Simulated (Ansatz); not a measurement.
The cell is COD entry 9008523, as deposited and not checked against the literature; nothing was relaxed. The listed cell was then made from it by scaling, straining or moving an atom.

Zr: DFT, PBE, all-electron PAW with datasets made for the crystal, scalar-relativistic (Ansatz 0.2.0). What sets it apart from a plain run of this crystal: zz strain of +1 %.

Command: `ansatz run input.yaml --threads 1 --pin off --max-ram 3072MiB --backend cpu --events-out ev --progress --plain --runs-dir out` The run took 7.6 s on 1 thread of AMD EPYC 7B13 (Zen 3), with other jobs on the host, peak memory 0.46 GiB.

```yaml
crystal:
  lattice:
    - [3.2319982225, 0.0, 0.0]
    - [-1.6159991112, 2.7989925656, 0.0]
    - [0.0, 0.0, 5.19847]
  atoms:
    - { symbol: Zr, position: [0.3333333333, 0.6666666667, 0.25] }
    - { symbol: Zr, position: [0.6666666667, 0.3333333333, 0.75] }
kpoints:
  mp_grid: { grid: [13, 13, 7] }
scf:
  occupations: { method: fermi_dirac, width: 0.08 }
hamiltonian:
  xc: pbe
  pseudopotentials: { kind: all_electron, datasets: crystal }
output:
  forces: true
  stress: true
  eigenvalues: true
  efg: { contact_densities: true }
```

Output (standing set-up lines are left out):

```
Crystal: 2 atoms, lattice volume = 47.027 Å³
iter 1 solved again at ethr=2.48e-3 eV; its pass at ethr=1.00e-1 eV (dr2=5.95e-1 eV) is discarded
SCF iter   1: F=—  HF=-195854.442514 eV  |F-HF|=—  |Δ(HF+E_count)|=         —  Δρ=3.14e-2  dr2=6.04e-1  ethr=2.48e-3  ⟨swp⟩=2.5  Hψ=9353  notcnv=0
preconditioner: auto → Kerker (q_TF=auto, 2.439 Å⁻¹)  [metal: Δε(μ)=0.014 eV  Ē_g=5.779 eV  σ=0.080 eV  W_gap=0.04  n_scr=10 (ndim 8)  ℏωp=15.3 eV  f_vac=0.000  D(μ)=1.87/eV (n_scr^D=22)]
SCF iter   2: F=—  HF=-195854.300815 eV  |F-HF|=—  |Δ(HF+E_count)|=   1.42e-1  Δρ=1.91e-2  dr2=2.28e-1  ethr=2.48e-3  ⟨swp⟩=2.0  Hψ=3528  notcnv=0
iter 3 solved again at ethr=1.78e-5 eV; its pass at ethr=9.48e-4 eV (dr2=4.26e-3 eV) is discarded
SCF iter   3: F=—  HF=-195854.239535 eV  |F-HF|=—  |Δ(HF+E_count)|=   6.13e-2  Δρ=3.84e-3  dr2=4.30e-3  ethr=1.78e-5  ⟨swp⟩=2.0  Hψ=8369  notcnv=0
SCF iter   4: F=—  HF=-195854.243555 eV  |F-HF|=—  |Δ(HF+E_count)|=   4.02e-3  Δρ=1.03e-3  dr2=4.13e-4  ethr=1.78e-5  ⟨swp⟩=2.0  Hψ=2875  notcnv=0
SCF iter   5: F=—  HF=-195854.244525 eV  |F-HF|=—  |Δ(HF+E_count)|=   9.70e-4  Δρ=2.65e-4  dr2=2.33e-5  ethr=1.72e-6  ⟨swp⟩=2.1  Hψ=4061  notcnv=0
SCF iter   6: F=—  HF=-195854.244534 eV  |F-HF|=—  |Δ(HF+E_count)|=   9.17e-6  Δρ=8.12e-5  dr2=2.51e-6  ethr=9.72e-8  ⟨swp⟩=2.6  Hψ=2962  notcnv=0
SCF iter   7: F=-195854.244535 eV  HF=-195854.244535 eV  |F-HF|=5.56e-9  |Δ(HF+E_count)|=   5.63e-7  Δρ=6.42e-6  dr2=1.09e-8  ethr=1.05e-8  ⟨swp⟩=2.9  Hψ=3049  notcnv=0
SCF 1 converged in 7 iterations: F = -195854.244534 eV  dr2 = 1.09e-8
  Residual-converged pass: ⟨swp⟩=4.0  Hψ=4187  notcnv=0  max |occ|·‖R‖ = 5.2e-6 eV (tolerance 5.3e-6 eV)  dr2=1.11e-8  dr2_onsite=5.52e-9  max |Δocc| = 5.3e-9
  greatest PAW one-centre occupation: 0.996 electrons in one spin orbital (limit 2), on the Zr atom at site 1 (counted from 0), in its partial waves of l = 0
SCF converged after 7 iterations
Free energy (F): -195854.244534 eV
Harris-Foulkes:  -195854.244534 eV  (|F-HF|=5.56e-9)
Internal energy: -195854.199464 eV  (E = F + TS)
E sigma→0 (E₀):  -195854.221999 eV
Entropy (-TS):   -0.045070 eV (-22.535 meV/atom)
Past the cutoff: the bands carry plane waves up to 1.75 times it, of which those up to 1.5 times it add -0.000304 eV an atom, each by itself; the spheres take 0.000178 eV an atom off the energy for waves past 1.75 times it
By the cutoff:   a pressure is off by up to 0.005 GPa (1.2 times the spheres' own share and the shells' term, over an atom's volume, and 0.004 GPa: a bound that held against runs at twice the plane waves)
Past the cutoffs: a stress includes 0.0008 GPa for waves and charges beyond them, in addition to the slope of what the spheres take
In the spheres:  the bands' charges fall short by 6.7e-7 e at most (sound up to 1e-3)
Fermi energy:    15.580732 eV
--- Per-component energies (eV) ---
  The terms above E_closure are by the made datasets' own strengths, without shells solved beside the bands.
--- Forces (eV/Å), atoms counted from 1 ---
  atom   1  Zr     0.00000000     0.00000000     0.00000000
  atom   2  Zr     0.00000000    -0.00000000    -0.00000000
  max |Σ_I F_I| component: 3.70e-17 eV/Å
--- Stress (GPa, compression-positive) ---
       -0.371808      -0.000000       0.000000
       -0.000000      -0.371808      -0.000000
        0.000000      -0.000000      -0.655257
  P = ⅓ Tr σ = -0.4663 GPa (-4.663 kbar)
--- PAW observables at the nuclei: V_zz in 10²¹ V/m², potentials from the cell's mean, atoms counted from 1 ---
  atom   1  Zr V_zz =    +3.632866   η = 0.0000   by run symmetry: allowed
            electrostatic potential = -5928.027411 V   contact ρ = 490604.095802 e/Å³
  atom   2  Zr V_zz =    +3.632866   η = 0.0000   by run symmetry: allowed
            electrostatic potential = -5928.027411 V   contact ρ = 490604.095802 e/Å³
--- Band table (eV; the first three rows and the last of 84) ---
  k-point 0: bands = ["-33.2428", "-33.0998", "-11.7434", "-10.9041", "-10.9041", "-10.7865", "-10.7736", "-10.7736", "9.9633", "12.5874", "16.4711", "16.4711", "16.5221", "16.6527", "17.1320", "17.1320", "17.7831", "17.7831", "19.9941"]
  k-point 1: bands = ["-33.2359", "-33.1070", "-11.6989", "-10.8977", "-10.8977", "-10.8371", "-10.7801", "-10.7801", "10.1294", "12.5671", "16.3584", "16.3949", "16.3949", "16.3959", "17.0144", "17.0144", "18.0225", "18.0225", "20.0323"]
  k-point 2: bands = ["-33.2163", "-33.1271", "-11.5727", "-10.9769", "-10.8797", "-10.8797", "-10.7983", "-10.7983", "10.5986", "12.4182", "15.8142", "16.0752", "16.3044", "16.3044", "16.7510", "16.7510", "18.5726", "18.5726", "20.0130"]
  k-point 83: bands = ["-33.0792", "-33.0761", "-11.5303", "-11.5239", "-11.3245", "-11.2626", "-10.9567", "-10.9416", "13.9190", "13.9912", "14.5417", "14.5647", "15.4964", "15.6069", "17.3941", "17.8567", "19.9363", "20.1335", "23.0832"]
```
